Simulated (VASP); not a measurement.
TiO:

```
CELL_PARAMETERS angstrom
2.70834 0.00000 0.00000
0.00000 2.70834 0.00000
0.00000 0.00000 2.70834
ATOMIC_POSITIONS crystal
Ti 0.00000 0.00000 0.00000
O 0.50000 0.50000 0.50000
```

The cell comes from a database or a generator and needn't be the stable form of this composition.

| Quantity | Value |
| --- | --- |
| Program | VASP 6.6.1 |
| Task | relaxation of cell and atoms |
| Functional | r2SCAN |
| Potentials or basis | VASP PAW PBE potentials, release 64 (Ti_sv, O) |
| Cutoff | 600 eV |
| k mesh | 10 × 10 × 10 |
| Occupations | gaussian, width 0.05 eV |
| Spin | no spin polarisation |

At the start: pressure -18.6 GPa; volume 9.93 Å³/atom.

Problem. How do energy, volume and symmetry change on relaxing?

Solution. Over 4 steps the energy falls by 52.4 meV/atom and the volume is 9.08 Å³/atom (-8.6 %); space group Pm-3m (No. 221, to 0.05 Å).

Step by step:
| step | energy change (eV) | largest force (eV/Å) | pressure (GPa) | volume (Å³) |
| --- | --- | --- | --- | --- |
| 1 | 0.0000 | 0.0000 | -18.59 | 19.87 |
| 2 | -0.0036 | 0.0000 | 24.34 | 16.73 |
| 3 | -0.1047 | 0.0000 | -0.43 | 18.20 |
| 4 | -0.1048 | 0.0000 | 0.01 | 18.16 |

Final structure:
```yaml
crystal:
  lattice:
    - [2.62865, 0.00000, 0.00000]
    - [0.00000, 2.62865, 0.00000]
    - [0.00000, 0.00000, 2.62865]
  atoms:
    - { symbol: Ti, position: [0.00000, 0.00000, 0.00000] }
    - { symbol: O, position: [0.50000, 0.50000, 0.50000] }
```

Caveat: the PAW data sets were made with another functional, which shifts forces and pressure a little.
